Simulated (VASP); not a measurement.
# Gd (Fm-3m) in VASP: settings compared

The runs below take Gd through single point, with PBE, PBEsol.

All numbers are computed with VASP 6.6.1; they aren't measurements. Logs are shortened: lines on timing, memory, paths and dates and some standing lists are left out, and cuts for length are marked.

**1. The crystal as given**

The structure is cubic, space group Fm-3m (No. 225). The conventional cell has a = 5.172 Å, b = 5.172 Å, c = 5.172 Å, α = 90.00°, β = 90.00°, γ = 90.00°. Gd (site symmetry m-3m) is surrounded by 12 Gd at 3.66 Å.

This isn't the form of Gd at room conditions, which is hcp.

**2. Single point, PBE, collinear spin, typed start**

Input file INCAR:

```
PREC = Accurate
ENCUT = 520
EDIFF = 1E-6
ISMEAR = 1
SIGMA = 0.1
LREAL = False
LASPH = True
NELM = 150
ALGO = Normal
ISIF = 2
LWAVE = False
LCHARG = False
ISPIN = 2
MAGMOM = 7
LORBIT = 11
LMAXMIX = 6
GGA = PE
NBANDS = 19
```

Input file KPOINTS:

```
regular mesh
0
Gamma
  8 8 8
```

Input file POSCAR:

```
Gd
1.0
    0.0000000000      2.5858190855      2.5858190855
    2.5858190855      0.0000000000      2.5858190855
    2.5858190855      2.5858190855      0.0000000000
Gd
1
Direct
    0.0000000000      0.0000000000      0.0000000000
```

Potentials or basis: VASP PAW PBE potentials, release 64 (Gd).

Command:

```console
$ cat potpaw_PBE.64/Gd/POTCAR > POTCAR
$ mpirun -np 1 vasp_std > vasp.out
```

OUTCAR:

```text
PREC = Accurate
   ENCUT = 520
   EDIFF = 1E-6
   ISMEAR = 1
   LREAL = False
   LASPH = True
   NELM = 150
   ISIF = 2
   ISPIN = 2
   LORBIT = 11
   GGA = PE

 ion  position               nearest neighbor table
   1  0.000  0.000  0.000-

  LATTYP: Found a face centered cubic cell.
 ALAT       =     5.1716381710

  Lattice vectors:

 A1 = (   0.0000000000,   2.5858190855,   2.5858190855)
 A2 = (   2.5858190855,   0.0000000000,   2.5858190855)
 A3 = (   2.5858190855,   2.5858190855,   0.0000000000)

Analysis of symmetry for initial positions (statically):
=====================================================================
 Subroutine PRICEL returns:
 Original cell was already a primitive cell.

 Routine SETGRP: Setting up the symmetry group for a
 face centered cubic supercell.

 Subroutine GETGRP returns: Found 48 space group operations
 (whereof 48 operations were pure point group operations)
 out of a pool of 48 trial point group operations.

The static configuration has the point symmetry O_h .

Analysis of symmetry for dynamics (positions and initial velocities):
=====================================================================
 Subroutine PRICEL returns:
 Original cell was already a primitive cell.

 Routine SETGRP: Setting up the symmetry group for a
 face centered cubic supercell.

 Subroutine GETGRP returns: Found 48 space group operations
 (whereof 48 operations were pure point group operations)
 out of a pool of 48 trial point group operations.

The dynamic configuration has the point symmetry O_h .

Analysis of structural, dynamic, and magnetic symmetry:
=====================================================================
 Subroutine PRICEL returns:
 Original cell was already a primitive cell.

 Routine SETGRP: Setting up the symmetry group for a
 face centered cubic supercell.

 Subroutine GETGRP returns: Found 48 space group operations
 (whereof 48 operations were pure point group operations)
 out of a pool of 48 trial point group operations.

The overall configuration has the point symmetry O_h .

 Subroutine INISYM returns: Found 48 space group operations
 (whereof 48 operations are pure point group operations),
 and found     1 'primitive' translations

----------------------------------------------------------------------------------------

                                     Primitive cell

  volume of cell :      34.5800

  direct lattice vectors                    reciprocal lattice vectors
     0.000000000  2.585819085  2.585819085    -0.193362329  0.193362329  0.193362329
     2.585819085  0.000000000  2.585819085     0.193362329 -0.193362329  0.193362329
     2.585819085  2.585819085  0.000000000     0.193362329  0.193362329 -0.193362329

  length of vectors
     3.656900421  3.656900421  3.656900421     0.334913378  0.334913378  0.334913378

  position of ions in fractional coordinates (direct lattice)
     0.000000000  0.000000000  0.000000000

  ion indices of the primitive-cell ions
   primitive index   ion index
                 1           1

----------------------------------------------------------------------------------------

 KPOINTS: regular mesh

Automatic generation of k-mesh.
 Grid dimensions read from file:
 generate k-points for:    8    8    8

 Generating k-lattice:

  Cartesian coordinates                     Fractional coordinates (reciprocal lattice)
    -0.024170291  0.024170291  0.024170291     0.125000000  0.000000000  0.000000000
     0.024170291 -0.024170291  0.024170291     0.000000000  0.125000000  0.000000000
     0.024170291  0.024170291 -0.024170291     0.000000000  0.000000000  0.125000000

  Length of vectors
     0.041864172  0.041864172  0.041864172

  Shift w.r.t. Gamma in fractional coordinates (k-lattice)
     0.000000000  0.000000000  0.000000000

 Subroutine IBZKPT returns following result:
 ===========================================

 Found     29 irreducible k-points:

 Following reciprocal coordinates:
            Coordinates               Weight
  0.000000  0.000000  0.000000      1.000000
  0.125000  0.000000  0.000000      8.000000
  0.250000  0.000000  0.000000      8.000000
  0.375000  0.000000  0.000000      8.000000
  0.500000  0.000000  0.000000      4.000000
  0.125000  0.125000  0.000000      6.000000
[... 16 lines left out ...]
  0.500000  0.250000  0.125000     48.000000
 -0.375000  0.250000  0.125000     24.000000
 [... further k-points ...]
   k-points           NKPTS =     29   k-points in BZ     NKDIM =     29   number of bands    NBANDS=     19
   number of dos      NEDOS =    301   number of ions     NIONS =      1
   total plane-waves  NPLWV =  21952
   dimension x,y,z NGX =    28 NGY =   28 NGZ =   28
   dimension x,y,z NGXF=    56 NGYF=   56 NGZF=   56
   ions per type =               1
   NGX,Y,Z   is equivalent  to a cutoff of  12.73, 12.73, 12.73 a.u.
   NGXF,Y,Z  is equivalent  to a cutoff of  25.46, 25.46, 25.46 a.u.
 SYSTEM =  unknown system
   PREC   = accura    normal or accurate (medium, high low for compatibility)
   ISTART =      0    job   : 0-new  1-cont  2-samecut
   ICHARG =      2    charge: 1-file 2-atom 10-const
   ISPIN  =      2    spin polarized calculation?
   LNONCOLLINEAR =      F non collinear calculations
   LSORBIT =      F    spin-orbit coupling
   LASPH  =      T    aspherical Exc in radial PAW
   ENCUT  =  520.0 eV  38.22 Ry    6.18 a.u.   6.80  6.80  6.80*2*pi/ulx,y,z
   NELM   =    150;   NELMIN=  2; NELMDL= -5     # of ELM steps
   EDIFF  = 0.1E-05   stopping-criterion for ELM
   LREAL  =      F    real-space projection
   EDIFFG = 0.1E-04   stopping-criterion for IOM
   NSW    =      0    number of steps for IOM
   IBRION =     -1    ionic relax: 0-MD 1-quasi-New 2-CG
   NFREE  =      0    steps in history (QN), initial steepest desc. (CG)
   ISIF   =      2    stress and relaxation
   ISYM   =      2    0-nonsym 1-usesym 2-fastsym
   POTIM  = 0.5000    time-step for ionic-motion
   TEBEG  =    0.0;   TEEND  =   0.0 temperature during run
   PSTRESS=    0.0 pullay stress
   NELECT =      18.0000    total number of electrons
   NUPDOWN=      -1.0000    fix difference up-down
   EMIN   =  10.00;   EMAX   =-10.00  energy-range for DOS
   EFERMI =   0.00;   METHOD = LEGACY
   ISMEAR =     1;   SIGMA  =   0.10  broadening in eV -4-tet -1-fermi 0-gaus
   EFERMI_NEDOS =   21; number of points for ismear=-14 and -15
   IALGO  =     38    algorithm
   IMIX   =      4    mixing-type and parameters
     AMIX     =   0.40;   BMIX     =  1.00
     AMIX_MAG =   1.60;   BMIX_MAG =  1.00
  volume/ion in A,a.u.               =      34.58       233.36
  Fermi-wavevector in a.u.,A,eV,Ry     =   1.316914  2.488607 23.596086  1.734263
  Thomas-Fermi vector in A             =   2.446993
   LORBIT       =     11    0 simple, 1 ext, 2 COOP (PROOUT), +10 PAW based schemes
   GGA     = PE    functional components
   LHFCALC =     F    Hartree Fock is set to
   AEXX    =    0.0000 exact exchange contribution
   IVDW    =     0    specifies the selected vdW correction
   LEPSILON=     F    determine dielectric tensor
   LRPA    =     F    only Hartree local field effects (RPA)
 spin polarized calculation
 Methfessel and Paxton  Order N= 1 SIGMA  =   0.10
  energy-cutoff  :      520.00
  volume of cell :       34.58
 maximum number of plane-waves:       950
   NGX = 13   NGY = 13   NGZ = 13

 number of electron      18.0000002 magnetization       7.5712858

 Free energy of the ion-electron system (eV)
  ---------------------------------------------------
  ext. energy  EPLUGINS =         0.00000000
  ---------------------------------------------------
  free energy    TOTEN  =       -11.65232412 eV

  energy without entropy =      -11.65331296  energy(sigma->0) =      -11.65265373

 E-fermi :   2.8382     XC(G=0):  -9.7822

 val. band max:        2.8378285713   @ k =   0.3750   0.2500   0.0000
 cond. band min:       2.8457865462   @ k =  -0.2500   0.3750   0.1250
 fundamental gap:      0.0079579749
 Fermi energy:         2.8381695593

 spin component 1

 k-point     1 :       0.0000    0.0000    0.0000
  band No.  band energies     occupation
      1     -42.5739      1.00000
      2     -19.6370      1.00000
      3     -19.6370      1.00000
      4     -19.6370      1.00000
      5      -2.2278      1.00000
      6      -2.2100      1.00000
[... 11 lines left out ...]
     18      11.5304      0.00000
     19      14.9182      0.00000

 k-point     2 :       0.1250    0.0000    0.0000
  band No.  band energies     occupation
      1     -42.5665      1.00000
      2     -19.7298      1.00000
      3     -19.6489      1.00000
      4     -19.6489      1.00000
      5      -2.1995      1.00000
      6      -2.1383      1.00000
[... 11 lines left out ...]
     18      12.3188      0.00000
     19      13.5228      0.00000

 k-point     3 :       0.2500    0.0000    0.0000
  band No.  band energies     occupation
      1     -42.5485      1.00000
      2     -19.9468      1.00000
      3     -19.6776      1.00000
      4     -19.6776      1.00000
      5      -2.1796      1.00000
      6      -2.1369      1.00000
[... 11 lines left out ...]
     18      11.7097      0.00000
     19      14.1068      0.00000

 k-point     4 :       0.3750    0.0000    0.0000
  band No.  band energies     occupation
      1     -42.5305      1.00000
      2     -20.1545      1.00000
      3     -19.7060      1.00000
      4     -19.7060      1.00000
      5      -2.1794      1.00000
      6      -2.1413      1.00000
[... 407 lines left out ...]
     18      12.6987      0.00000
     19      14.6659      0.00000

 k-point    23 :       0.5000    0.2500    0.1250
  band No.  band energies     occupation
      1     -42.5207      1.00000
      2     -20.1091      1.00000
      3     -19.8560      1.00000
      4     -19.7494      1.00000
      5      -2.1557      1.00000
      6      -2.1458      1.00000
[... 11 lines left out ...]
     18      10.8243      0.00000
     19      13.7475      0.00000

 k-point    24 :      -0.3750    0.2500    0.1250
  band No.  band energies     occupation
      1     -42.5146      1.00000
      2     -20.1563      1.00000
      3     -19.8771      1.00000
      4     -19.7680      1.00000
      5      -2.1598      1.00000
      6      -2.1528      1.00000
[... 11 lines left out ...]
     18       9.4990      0.00000
     19      13.4806      0.00000

 [... further k-points ...]

 spin component 2

 k-point     1 :       0.0000    0.0000    0.0000
  band No.  band energies     occupation
      1     -39.3451      1.00000
      2     -17.2606      1.00000
      3     -17.2606      1.00000
      4     -17.2606      1.00000
      5      -1.3932      1.00000
      6       3.0499     -0.00538
[... 11 lines left out ...]
     18      12.8133      0.00000
     19      15.6117      0.00000

 k-point     2 :       0.1250    0.0000    0.0000
  band No.  band energies     occupation
      1     -39.3356      1.00000
      2     -17.3756      1.00000
      3     -17.2748      1.00000
      4     -17.2748      1.00000
      5      -0.9821      1.00000
      6       3.0335     -0.00928
[... 11 lines left out ...]
     18      13.5253      0.00000
     19      14.2536      0.00000

 k-point     3 :       0.2500    0.0000    0.0000
  band No.  band energies     occupation
      1     -39.3128      1.00000
      2     -17.6422      1.00000
      3     -17.3088      1.00000
      4     -17.3088      1.00000
      5       0.0463      1.00000
      6       3.0240     -0.01229
[... 11 lines left out ...]
     18      12.4844      0.00000
     19      15.4878      0.00000

 k-point     4 :       0.3750    0.0000    0.0000
  band No.  band energies     occupation
      1     -39.2899      1.00000
      2     -17.8946      1.00000
      3     -17.3425      1.00000
      4     -17.3425      1.00000
      5       1.0170      1.00000
      6       3.0797     -0.00168
[... 407 lines left out ...]
     18      13.6739      0.00000
     19      15.7586      0.00000

 k-point    23 :       0.5000    0.2500    0.1250
  band No.  band energies     occupation
      1     -39.2773      1.00000
      2     -17.8378      1.00000
      3     -17.5265      1.00000
      4     -17.3955      1.00000
      5       1.8840      1.00000
      6       2.9497     -0.03332
[... 11 lines left out ...]
     18      12.0473      0.00000
     19      14.7084      0.00000

 k-point    24 :      -0.3750    0.2500    0.1250
  band No.  band energies     occupation
      1     -39.2697      1.00000
      2     -17.8948      1.00000
      3     -17.5518      1.00000
      4     -17.4181      1.00000
      5       2.2855      1.00000
      6       2.8200      0.65110
[... 11 lines left out ...]
     18      10.8508      0.00000
     19      14.4862      0.00000

 [... further k-points ...]

------------------------ aborting loop because EDIFF is reached ----------------------------------------

  FORCE on cell =-STRESS in cart. coord.  units (eV):
  Direction    XX          YY          ZZ          XY          YZ          ZX
  --------------------------------------------------------------------------------------
  -------------------------------------------------------------------------------------
  Total       -0.3083718     -0.3083718     -0.3083718      0.0000000      0.0000000     -0.0000000
  in kB      -14.2876503    -14.2876503    -14.2876503      0.0000000      0.0000000     -0.0000000
  external PRESSURE =     -14.2876503 kB  Pullay stress =       0.0000000 kB

 VOLUME and BASIS-vectors are now :
 -----------------------------------------------------------------------------
  energy-cutoff  :      520.00
  volume of cell :       34.58
      direct lattice vectors                 reciprocal lattice vectors
     0.000000000  2.585819085  2.585819085    -0.193362329  0.193362329  0.193362329
     2.585819085  0.000000000  2.585819085     0.193362329 -0.193362329  0.193362329
     2.585819085  2.585819085  0.000000000     0.193362329  0.193362329 -0.193362329

 POSITION                                       TOTAL-FORCE (eV/Angst)
 -----------------------------------------------------------------------------------
      0.00000      0.00000      0.00000         0.000000      0.000000      0.000000
 -----------------------------------------------------------------------------------
    total drift:                               -0.000000     -0.000000     -0.000000

  FREE ENERGIE OF THE ION-ELECTRON SYSTEM (eV)
  ---------------------------------------------------
  free  energy   TOTEN  =       -11.6523241163 eV

  energy  without entropy=      -11.6533129569  energy(sigma->0) =      -11.65265373

 total charge

# of ion       s       p       d       f       tot
--------------------------------------------------
    1        2.071   5.563   0.560   6.988  15.182

 magnetization (x)

# of ion       s       p       d       f       tot
--------------------------------------------------
    1        0.002  -0.057   0.206   6.817   6.967
```

Wall time 61 s (1 thread of AMD EPYC 7R13 (Zen 3), shared host); peak memory 0.17 GiB.

Results:

* Free energy: -11.6523 eV
* Pressure: -1.4 GPa
* Band gap on the k mesh: none (metal or under the smearing width)
* Net moment: 7.57 μB per cell
* Site moments: Gd +6.97 μB
* Valence electrons inside the program's atomic spheres: Gd 15.18

Caveat: spin-orbit coupling is left out, which moves the levels of the heavy elements. The state reached can hang on the start; a lower one may exist.

**3. Single point, PBEsol, collinear spin, typed start**

Input file INCAR:

```
PREC     = Accurate       # precision mode
ENCUT    = 520            # plane-wave cutoff, eV
EDIFF    = 1E-6           # SCF threshold, eV
ISMEAR   = -1             # smearing method
SIGMA    = 0.1            # smearing width, eV
LREAL    = False          # projectors in reciprocal space
LASPH    = True           # aspherical terms in the spheres
NELM     = 150            # most SCF steps
ALGO     = Normal         # electronic algorithm
ISIF     = 2              # what is computed and relaxed
LWAVE    = False          # write WAVECAR
LCHARG   = False          # write CHGCAR
ISPIN    = 2              # spin polarisation
MAGMOM   = 7              # initial moments
LORBIT   = 11             # projections on sites
LMAXMIX  = 6              # l up to which the mixer works
GGA      = PS             # functional
NBANDS   = 19             # bands
```

KPOINTS is that of step 2.

POSCAR is that of step 2.

Potentials or basis: VASP PAW PBE potentials, release 64 (Gd).

Command:

```console
$ cat potpaw_PBE.64/Gd/POTCAR > POTCAR
$ mpirun -np 1 vasp_std > vasp.out
```

It took 59 s on 1 thread of AMD EPYC 7R13 (Zen 3), shared host; peak memory 0.16 GiB.

Results (log left out):

```
Free energy                                           : -11.9983 eV
Pressure                                              : -3.1 GPa
Band gap on the k mesh                                : none (metal or under the smearing width)
Net moment                                            : 7.46 μB per cell
Site moments                                          : Gd +6.91 μB
Valence electrons inside the program's atomic spheres : Gd 15.18
```

Levels at points of the mesh, in eV from the Fermi level:
Spin up:
| k point | band 9 | band 10 | band 11 | band 12 | band 13 | band 14 | band 15 | band 16 | band 17 | band 18 |
| --- | --- | --- | --- | --- | --- | --- | --- | --- | --- | --- |
| (0.00, 0.00, 0.00) | -4.67 | -4.58 | -4.58 | -4.58 | 1.31 | 1.31 | 1.31 | 3.46 | 3.46 | 8.85 |
| (0.50, 0.00, 0.00) | -4.59 | -4.59 | -4.57 | -2.43 | 0.72 | 1.16 | 1.16 | 5.06 | 5.06 | 7.43 |
| (0.50, 0.50, 0.00) | -4.61 | -4.61 | -4.59 | -2.13 | -1.37 | 2.16 | 5.09 | 5.52 | 5.52 | 7.77 |
Spin down:
```
           k point  band 3  band 4  band 5  band 6  band 7  band 8
(0.00, 0.00, 0.00)  -19.95  -19.95   -4.25    0.33    0.50    0.50
(0.50, 0.00, 0.00)  -20.05  -20.05   -1.58    0.35    0.52    0.52
(0.50, 0.50, 0.00)  -20.22  -20.22   -1.45   -0.46    0.54    0.55
```

Caveat: the PAW data sets were made with another functional, which shifts forces and pressure a little; spin-orbit coupling is left out, which moves the levels of the heavy elements.

(Continued in part 2 of 2.)
